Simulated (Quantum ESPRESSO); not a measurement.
Runs of Quantum ESPRESSO 7.5 on AlN. Symmetry: F-43m, No. 216, cubic system. The conventional cell has a = 4.368 Å, b = 4.368 Å, c = 4.368 Å, α = 90.00°, β = 90.00°, γ = 90.00°. Al (site symmetry -43m) is surrounded by 4 N at 1.89 Å. N (site symmetry -43m) is surrounded by 4 Al at 1.89 Å. Measurements of this composition are mostly on another form, of space group No. 186.

```csv
task,level,potentials or basis,cell,k mesh,cutoff (eV),smearing,SCF threshold,most ionic steps,forc conv thr,etot conv thr,ion dynamics,mesh quality,gap on the mesh (eV),pressure (GPa)
relaxation of cell and atoms,PBEsol,GBRV 1.5 PBEsol,relaxed to 0.3 kbar,10 × 10 × 10,612,fermi-dirac 0.05 eV,4e-10 Ry,40,0.0004 Ry/bohr,1e-05 Ry,bfgs,not flagged,(a),0.0
single point,r2SCAN-X,SG15 PBE 1.2,as given,4 × 4 × 4,1197,fixed,1e-07 Ry,-,-,-,-,coarse,6.39,-
relaxation of cell and atoms,PBEsol,PseudoDojo 0.4.1 SR PBEsol standard,relaxed to 0.3 kbar,10 × 10 × 10,1143,fermi-dirac 0.05 eV,4e-10 Ry,40,0.0004 Ry/bohr,1e-05 Ry,bfgs,not flagged,3.19,0.0
relaxation of cell and atoms,PBEsol,PseudoDojo 0.4 SR PBEsol stringent,relaxed to 0.3 kbar,10 × 10 × 10,1143,fermi-dirac 0.05 eV,4e-10 Ry,40,0.0004 Ry/bohr,1e-05 Ry,bfgs,not flagged,3.19,0.0
```

Alike in all rows: no spin polarisation.

Problem. Fill in the values left out.

Solution. (a) 3.18.

Caveats: some runs use coarse meshes; the potentials were made for another functional, which shifts forces and pressure (some runs); this program's forces and stress for hybrids aren't reliable and aren't listed (some runs).

A k mesh can miss the band edges.

The runs don't all hold the same shells in valence.

Runs at the PBE level aren't shown here.
